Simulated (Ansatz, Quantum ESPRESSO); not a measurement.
# 1 layers of W in Li(110), on the host's sites: ballistic transmission, part 2 of 4

How well does the junction conduct in the ballistic limit? It is: 1 layers of W in Li(110), on the host's sites.

Quantum ESPRESSO 7.5; plane-wave DFT, PBE, JTH PAW pseudopotentials; cross-check by Ansatz 0.2.0 with PAW datasets.

So far. Step 2 (SCF with pw.x): The run needed 15 iterations to bring the estimated error under 1e-07 Ry; the largest force on any atom, held or free, is 0.05 eV/Å.

### Step 3. Transmission with pwcond.x

Level of this step: transmission by pwcond, lead and junction from one cell; plane-wave DFT, PBE, JTH PAW pseudopotentials (Quantum ESPRESSO).

prefixt takes both regions from one run: the lead from 0 to bdl, the scattering region from bdl to bds (units of alat). ikind = 1 puts the same lead on both sides. The program's T_tot counts both spins in a run without spin; the tables below give T per spin.

cond.in

```
&inputcond
  outdir = './out'
  prefixt = 'scf'
  tran_file = 'cond.dat'
  bdl = 1.4142135610
  bds = 9.7509754244
  ikind = 1
  ewind = 4.0
  epsproj = 1e-05
  nz1 = 7
  energy0 = 0.4
  denergy = -0.4
/
43
  0.00000000 0.00000000 0.00694444
  0.00000000 0.08333333 0.01388889
  0.00000000 0.16666667 0.01388889
  0.00000000 0.25000000 0.01388889
  0.00000000 0.33333333 0.01388889
  0.00000000 0.41666667 0.01388889
  0.00000000 0.50000000 0.00694444
  0.08333333 0.00000000 0.02777778
  0.08333333 0.16666667 0.02777778
  0.08333333 0.25000000 0.02777778
  0.08333333 0.33333333 0.02777778
  0.08333333 0.41666667 0.02777778
  0.08333333 0.50000000 0.02777778
  0.16666667 0.00000000 0.02777778
  0.16666667 0.08333333 0.01388889
  0.16666667 0.25000000 0.02777778
  0.16666667 0.33333333 0.02777778
  0.16666667 0.41666667 0.02777778
  0.16666667 0.50000000 0.02777778
  0.16666667 0.58333333 0.01388889
  0.25000000 0.00000000 0.02777778
  0.25000000 0.08333333 0.02777778
  0.25000000 0.33333333 0.02777778
  0.25000000 0.41666667 0.02777778
  0.25000000 0.50000000 0.02777778
  0.25000000 0.58333333 0.02777778
  0.33333333 0.00000000 0.02777778
  0.33333333 0.08333333 0.02777778
  0.33333333 0.16666667 0.01388889
  0.33333333 0.41666667 0.02777778
  0.33333333 0.50000000 0.02777778
  0.33333333 0.58333333 0.02777778
  0.33333333 0.66666667 0.01388889
  0.41666667 0.00000000 0.02777778
  0.41666667 0.08333333 0.02777778
  0.41666667 0.16666667 0.02777778
  0.41666667 0.50000000 0.02777778
  0.41666667 0.58333333 0.02777778
  0.41666667 0.66666667 0.02777778
  0.50000000 0.00000000 0.01388889
  0.50000000 0.08333333 0.02777778
  0.50000000 0.16666667 0.02777778
  0.50000000 0.25000000 0.01388889
3
```

Started as:

```sh
$ OMP_NUM_THREADS=1 mpirun -n 2 pwcond.x -in cond.in > cond.out
```

Output:

```text
[banner, memory and clock lines left out]
Program PWCOND v.7.5 starts

          URL

     ./out/scf.save/
     file Li.GGA_PBE-JTH.UPF: wavefunction(s)  1S 2S 0S 2P 0P renormalized
     file W.GGA_PBE-JTH.UPF: wavefunction(s)  5S 6S 5P 6P 5D 0D renormalized

     IMPORTANT: XC functional enforced from input :
     Exchange-correlation= PBE
                           (   1   4   3   4   0   0   0)
     Any further DFT definition will be discarded
     Please, verify this is what you really want

     Check: negative core charge=   -0.000002
     Reading collected, re-writing distributed wavefunctions

===== INPUT FILE containing all the regions =====

     GEOMETRY:

     lattice parameter (alat)  =       6.5007  a.u.
     the volume                =    1894.1091 (a.u.)^3
     the cross section         =      29.8813 (a.u.)^2
     l of the unit cell        =       9.7510 (alat)
     number of atoms/cell      =           14
     number of atomic types    =            2

     crystal axes: (cart. coord. in units of alat)
               a(1) = (  1.0000  0.0000  0.0000 )
               a(2) = (  0.5000  0.7071  0.0000 )
               a(3) = (  0.0000  0.0000  9.7510 )

   Cartesian axes

     site n.     atom                  positions (alat units)
          1        Li     tau(  1)=(  0.0000  0.0000  9.7510  )
          2        Li     tau(  2)=(  0.5000  0.0000  0.7071  )
          3        Li     tau(  3)=(  0.0000  0.0000  1.4142  )
          4        Li     tau(  4)=(  0.5000  0.0000  2.1213  )
          5        Li     tau(  5)=(  0.0000  0.0000  2.8284  )
          6        Li     tau(  6)=(  0.5000  0.0000  3.5355  )
          7        W      tau(  7)=(  0.0000  0.0000  4.1684  )
          8        Li     tau(  8)=(  0.5000  0.0000  4.8012  )
          9        Li     tau(  9)=(  0.0000  0.0000  5.5083  )
         10        Li     tau( 10)=(  0.5000  0.0000  6.2154  )
         11        Li     tau( 11)=(  0.0000  0.0000  6.9225  )
         12        Li     tau( 12)=(  0.5000  0.0000  7.6297  )
         13        Li     tau( 13)=(  0.0000  0.0000  8.3368  )
         14        Li     tau( 14)=(  0.5000  0.0000  9.0439  )

     nr1s                      =           27
     nr2s                      =           25
     nr3s                      =          288
     nr1sx                     =           27
     nr2sx                     =           25
     nr3sx                     =          288
     nr1                       =           40
     nr2                       =           36
     nr3                       =          384
     nr1x                      =           40
     nr2x                      =           36
     nr3x                      =          384

 _______________________________
  Radii of nonlocal spheres:

     type       ibeta     ang. mom.          radius (alat units)
       Li         1         0                    0.2446
       Li         2         0                    0.2446
       Li         3         0                    0.2446
       Li         4         1                    0.2446
       Li         5         1                    0.2446
       W          1         0                    0.3721
       W          2         0                    0.3721
       W          3         1                    0.3721
       W          4         1                    0.3721
       W          5         2                    0.3721
       W          6         2                    0.3721
----- General information -----

--- T calc. with identical leads (ikind=1) ---

     nrx                       =           27
     nry                       =           25
     nz1                       =            7

     energy0               =         4.0E-01
     denergy               =        -4.0E-01
     nenergy               =          3
     ecut2d                =         4.5E+01
     ewind                 =         4.0E+00
     epsproj               =         1.0E-05

     number of k_|| points=   43
                       cryst. coord.
        k(    1) = (   0.0000000   0.0000000), wk =   0.0069444
        k(    2) = (   0.0000000   0.0833333), wk =   0.0138889
        k(    3) = (   0.0000000   0.1666667), wk =   0.0138889
        k(    4) = (   0.0000000   0.2500000), wk =   0.0138889
        k(    5) = (   0.0000000   0.3333333), wk =   0.0138889
        k(    6) = (   0.0000000   0.4166667), wk =   0.0138889
        k(    7) = (   0.0000000   0.5000000), wk =   0.0069444
        k(    8) = (   0.0833333   0.0000000), wk =   0.0277778
        k(    9) = (   0.0833333   0.1666667), wk =   0.0277778
        k(   10) = (   0.0833333   0.2500000), wk =   0.0277778
        k(   11) = (   0.0833333   0.3333333), wk =   0.0277778
        k(   12) = (   0.0833333   0.4166667), wk =   0.0277778
        k(   13) = (   0.0833333   0.5000000), wk =   0.0277778
        k(   14) = (   0.1666667   0.0000000), wk =   0.0277778
        k(   15) = (   0.1666667   0.0833333), wk =   0.0138889
        k(   16) = (   0.1666667   0.2500000), wk =   0.0277778
        k(   17) = (   0.1666667   0.3333333), wk =   0.0277778
        k(   18) = (   0.1666667   0.4166667), wk =   0.0277778
        k(   19) = (   0.1666667   0.5000000), wk =   0.0277778
        k(   20) = (   0.1666667   0.5833333), wk =   0.0138889
        k(   21) = (   0.2500000   0.0000000), wk =   0.0277778
        k(   22) = (   0.2500000   0.0833333), wk =   0.0277778
        k(   23) = (   0.2500000   0.3333333), wk =   0.0277778
        k(   24) = (   0.2500000   0.4166667), wk =   0.0277778
        k(   25) = (   0.2500000   0.5000000), wk =   0.0277778
        k(   26) = (   0.2500000   0.5833333), wk =   0.0277778
        k(   27) = (   0.3333333   0.0000000), wk =   0.0277778
        k(   28) = (   0.3333333   0.0833333), wk =   0.0277778
        k(   29) = (   0.3333333   0.1666667), wk =   0.0138889
        k(   30) = (   0.3333333   0.4166667), wk =   0.0277778
        k(   31) = (   0.3333333   0.5000000), wk =   0.0277778
        k(   32) = (   0.3333333   0.5833333), wk =   0.0277778
        k(   33) = (   0.3333333   0.6666667), wk =   0.0138889
        k(   34) = (   0.4166667   0.0000000), wk =   0.0277778
        k(   35) = (   0.4166667   0.0833333), wk =   0.0277778
        k(   36) = (   0.4166667   0.1666667), wk =   0.0277778
        k(   37) = (   0.4166667   0.5000000), wk =   0.0277778
        k(   38) = (   0.4166667   0.5833333), wk =   0.0277778
        k(   39) = (   0.4166667   0.6666667), wk =   0.0277778
        k(   40) = (   0.5000000   0.0000000), wk =   0.0138889
        k(   41) = (   0.5000000   0.0833333), wk =   0.0277778
        k(   42) = (   0.5000000   0.1666667), wk =   0.0277778
[...]
74        1       2        0        1   taunew(  74)=(  0.5000  0.0000  4.8012)
       75        1       3        0        1   taunew(  75)=(  0.5000  0.0000  4.8012)
       76        1       4        1        1   taunew(  76)=(  0.5000  0.0000  4.8012)
       77        1       4        1        2   taunew(  77)=(  0.5000  0.0000  4.8012)
       78        1       4        1        3   taunew(  78)=(  0.5000  0.0000  4.8012)
       79        1       5        1        1   taunew(  79)=(  0.5000  0.0000  4.8012)
       80        1       5        1        2   taunew(  80)=(  0.5000  0.0000  4.8012)
       81        1       5        1        3   taunew(  81)=(  0.5000  0.0000  4.8012)
       82        1       1        0        1   taunew(  82)=(  0.0000  0.0000  5.5083)
       83        1       2        0        1   taunew(  83)=(  0.0000  0.0000  5.5083)
       84        1       3        0        1   taunew(  84)=(  0.0000  0.0000  5.5083)
       85        1       4        1        1   taunew(  85)=(  0.0000  0.0000  5.5083)
       86        1       4        1        2   taunew(  86)=(  0.0000  0.0000  5.5083)
       87        1       4        1        3   taunew(  87)=(  0.0000  0.0000  5.5083)
       88        1       5        1        1   taunew(  88)=(  0.0000  0.0000  5.5083)
       89        1       5        1        2   taunew(  89)=(  0.0000  0.0000  5.5083)
       90        1       5        1        3   taunew(  90)=(  0.0000  0.0000  5.5083)
       91        1       1        0        1   taunew(  91)=(  0.5000  0.0000  6.2154)
       92        1       2        0        1   taunew(  92)=(  0.5000  0.0000  6.2154)
       93        1       3        0        1   taunew(  93)=(  0.5000  0.0000  6.2154)
       94        1       4        1        1   taunew(  94)=(  0.5000  0.0000  6.2154)
       95        1       4        1        2   taunew(  95)=(  0.5000  0.0000  6.2154)
       96        1       4        1        3   taunew(  96)=(  0.5000  0.0000  6.2154)
       97        1       5        1        1   taunew(  97)=(  0.5000  0.0000  6.2154)
       98        1       5        1        2   taunew(  98)=(  0.5000  0.0000  6.2154)
       99        1       5        1        3   taunew(  99)=(  0.5000  0.0000  6.2154)
      100        1       1        0        1   taunew( 100)=(  0.0000  0.0000  6.9225)
      101        1       2        0        1   taunew( 101)=(  0.0000  0.0000  6.9225)
      102        1       3        0        1   taunew( 102)=(  0.0000  0.0000  6.9225)
      103        1       4        1        1   taunew( 103)=(  0.0000  0.0000  6.9225)
      104        1       4        1        2   taunew( 104)=(  0.0000  0.0000  6.9225)
      105        1       4        1        3   taunew( 105)=(  0.0000  0.0000  6.9225)
      106        1       5        1        1   taunew( 106)=(  0.0000  0.0000  6.9225)
      107        1       5        1        2   taunew( 107)=(  0.0000  0.0000  6.9225)
      108        1       5        1        3   taunew( 108)=(  0.0000  0.0000  6.9225)
      109        1       1        0        1   taunew( 109)=(  0.5000  0.0000  7.6297)
      110        1       2        0        1   taunew( 110)=(  0.5000  0.0000  7.6297)
      111        1       3        0        1   taunew( 111)=(  0.5000  0.0000  7.6297)
      112        1       4        1        1   taunew( 112)=(  0.5000  0.0000  7.6297)
      113        1       4        1        2   taunew( 113)=(  0.5000  0.0000  7.6297)
      114        1       4        1        3   taunew( 114)=(  0.5000  0.0000  7.6297)
      115        1       5        1        1   taunew( 115)=(  0.5000  0.0000  7.6297)
      116        1       5        1        2   taunew( 116)=(  0.5000  0.0000  7.6297)
      117        1       5        1        3   taunew( 117)=(  0.5000  0.0000  7.6297)
      118        1       1        0        1   taunew( 118)=(  0.0000  0.0000  8.3368)
      119        1       2        0        1   taunew( 119)=(  0.0000  0.0000  8.3368)
      120        1       3        0        1   taunew( 120)=(  0.0000  0.0000  8.3368)
      121        1       4        1        1   taunew( 121)=(  0.0000  0.0000  8.3368)
      122        1       4        1        2   taunew( 122)=(  0.0000  0.0000  8.3368)
      123        1       4        1        3   taunew( 123)=(  0.0000  0.0000  8.3368)
      124        1       5        1        1   taunew( 124)=(  0.0000  0.0000  8.3368)
      125        1       5        1        2   taunew( 125)=(  0.0000  0.0000  8.3368)
      126        1       5        1        3   taunew( 126)=(  0.0000  0.0000  8.3368)
 ngper, shell number =          103          26
 ngper, n2d =          103          58
---  E-Ef =    0.4000000  k =    0.0000000   0.0000000
---  ie =          1  ik =          1
 Nchannels of the left tip =            0
 Right moving states:
   k1(2pi/a)   k2(2pi/a)   E-Ef (eV)
 Left moving states:
   k1(2pi/a)   k2(2pi/a)   E-Ef (eV)

 to transmit
          E-Ef(ev), T =    0.4000000   0.0000000
---  E-Ef =    0.0000000  k =    0.0000000   0.0000000
---  ie =          2  ik =          1
 Nchannels of the left tip =            1
 Right moving states:
   k1(2pi/a)   k2(2pi/a)   E-Ef (eV)
  -0.0918115   0.0000000   0.0000000
 Left moving states:
   k1(2pi/a)   k2(2pi/a)   E-Ef (eV)
   0.0918115   0.0000000   0.0000000

 to transmit
 Band j to band i transmissions and reflections:
    j         i     |T_ij|^2    |R_ij|^2

    1 -->     1     0.84394     0.15606
   Total T_j, R_j =    0.84394  0.15606

E-Ef(ev), T(x2 spins) =    0.0000000   1.6878791
---  E-Ef =   -0.4000000  k =    0.0000000   0.0000000
---  ie =          3  ik =          1
 Nchannels of the left tip =            1
 Right moving states:
   k1(2pi/a)   k2(2pi/a)   E-Ef (eV)
  -0.1627693   0.0000000  -0.4000000
 Left moving states:
   k1(2pi/a)   k2(2pi/a)   E-Ef (eV)
   0.1627693   0.0000000  -0.4000000

 to transmit
 Band j to band i transmissions and reflections:
    j         i     |T_ij|^2    |R_ij|^2

    1 -->     1     0.52903     0.47097
   Total T_j, R_j =    0.52903  0.47097

E-Ef(ev), T(x2 spins) =   -0.4000000   1.0580574
 ngper, shell number =          103          56
 ngper, n2d =          103          61
[... further energies and points left out ...]
---  E-Ef =    0.4000000  k =    0.5000000   0.2500000
---  ie =          1  ik =         43
 Nchannels of the left tip =            1
 Right moving states:
   k1(2pi/a)   k2(2pi/a)   E-Ef (eV)
  -0.4120092   0.0000000   0.4000000
 Left moving states:
   k1(2pi/a)   k2(2pi/a)   E-Ef (eV)
   0.4120092   0.0000000   0.4000000

 to transmit
 Band j to band i transmissions and reflections:
    j         i     |T_ij|^2    |R_ij|^2

    1 -->     1     0.52886     0.47114
   Total T_j, R_j =    0.52886  0.47114

E-Ef(ev), T(x2 spins) =    0.4000000   1.0577163
---  E-Ef =    0.0000000  k =    0.5000000   0.2500000
---  ie =          2  ik =         43
 Nchannels of the left tip =            1
 Right moving states:
   k1(2pi/a)   k2(2pi/a)   E-Ef (eV)
  -0.4922755   0.0000000   0.0000000
 Left moving states:
   k1(2pi/a)   k2(2pi/a)   E-Ef (eV)
   0.4922756   0.0000000   0.0000000

 to transmit
 Band j to band i transmissions and reflections:
    j         i     |T_ij|^2    |R_ij|^2

    1 -->     1     0.44332     0.55668
   Total T_j, R_j =    0.44332  0.55668

E-Ef(ev), T(x2 spins) =    0.0000000   0.8866407
---  E-Ef =   -0.4000000  k =    0.5000000   0.2500000
---  ie =          3  ik =         43
 Nchannels of the left tip =            1
 Right moving states:
   k1(2pi/a)   k2(2pi/a)   E-Ef (eV)
   0.4115549   0.0000000  -0.4000000
 Left moving states:
   k1(2pi/a)   k2(2pi/a)   E-Ef (eV)
  -0.4115549   0.0000000  -0.4000000

 to transmit
 Band j to band i transmissions and reflections:
    j         i     |T_ij|^2    |R_ij|^2

    1 -->     1     0.60174     0.39826
   Total T_j, R_j =    0.60174  0.39826

E-Ef(ev), T(x2 spins) =   -0.4000000   1.2034808
   T_tot     0.40000      0.88944E+00
   T_tot     0.00000      0.92466E+00
   T_tot    -0.40000      0.50215E+00

Note: The following floating-point exceptions are signalling: IEEE_UNDERFLOW_FLAG
Note: The following floating-point exceptions are signalling: IEEE_UNDERFLOW_FLAG
```

The job ended after 2.8 min (2 MPI ranks of Arm Neoverse V2, shared host; peak memory 0.37 GiB; 5.6 min of CPU time).

This step gave:

```
lead channels at the Fermi level, one spin : 0.8958
transmission at the Fermi level, one spin  : 0.4623
conductance                                : 0.4623 G₀
```

Per spin; mean over the k mesh across the current. Open channels, zone mean against energy, zero at the Fermi level:

```tsv
energy (eV)	open channels, zone mean
-0.400	0.729
0.000	0.896
0.400	0.868
```

Per spin; mean over the k mesh across the current. The transmission, zone mean by energy, zero at the Fermi level:

```tsv
energy (eV)	transmission, zone mean
-0.400	0.251
0.000	0.462
0.400	0.445
```

At 0.000 eV; k in fractions of b1, b2. Transmission by k point, the first 40 of 43 rows:

```tsv
k1	k2	weight	t	channels
0	0	0.006944	0.8439	1
0	0.08333	0.01389	0.5309	1
0	0.1667	0.01389	5.04e-5	1
0	0.25	0.01389	0.1521	1
0	0.3333	0.01389	0.125	1
0	0.4167	0.01389	0.152	1
0	0.5	0.006944	0	0
0.08333	0	0.02778	0.5511	1
0.08333	0.1667	0.02778	0.01362	1
0.08333	0.25	0.02778	0.2893	1
0.08333	0.3333	0.02778	0.9838	1
0.08333	0.4167	0.02778	0.151	1
0.08333	0.5	0.02778	0	0
0.1667	0	0.02778	0.06194	1
0.1667	0.08333	0.01389	0.03869	1
0.1667	0.25	0.02778	0.5766	1
0.1667	0.3333	0.02778	0.7362	1
0.1667	0.4167	0.02778	0.692	1
0.1667	0.5	0.02778	3.92e-4	1
0.1667	0.5833	0.01389	0	0
0.25	0	0.02778	0.7738	1
0.25	0.08333	0.02778	0.3813	1
0.25	0.3333	0.02778	0.9103	1
0.25	0.4167	0.02778	0.902	1
0.25	0.5	0.02778	0.9565	1
0.25	0.5833	0.02778	0	0
0.3333	0	0.02778	0.9777	1
0.3333	0.08333	0.02778	0.7959	1
0.3333	0.1667	0.01389	0.5812	1
0.3333	0.4167	0.02778	0.8922	1
0.3333	0.5	0.02778	0.8235	1
0.3333	0.5833	0.02778	0	0
0.3333	0.6667	0.01389	0	0
0.4167	0	0.02778	0.6044	1
0.4167	0.08333	0.02778	0.9692	1
0.4167	0.1667	0.02778	0.7085	1
0.4167	0.5	0.02778	0.1243	1
0.4167	0.5833	0.02778	0.06358	1
0.4167	0.6667	0.02778	0.09175	1
0.5	0	0.01389	0.1482	2
```

The program's own clock; routines nest. Time by routine:

```tsv
routine	wall time (s)	calls
PWCOND	168.3	1
scatter_forw	143.6	258
local	17.92	43
compbs	4.32	129
compbs_2	3.68	129
init	1.32	1
poten	0.06	1
```

The run is unpolarised; a magnetic state was not tried, may lie lower and would change T.

At no point does T exceed the number of channels.

[end of part 2 of 4]

[Logs are printed without paths, hosts, clocks, repeated set-up lines and the standing remarks that a program may print on its own settings, such as how far it seeks lower states.]

[Hosts, paths, dates, database ids (printed as entryN), source tags and the programs' standing remarks are cut or masked in the printed files.]

[Maps of the electrostatic potential energy from Ansatz leave out the sawtooth potential of an applied field or a dipole correction, so their vacuum need not be flat; planar profiles and work functions include it.]
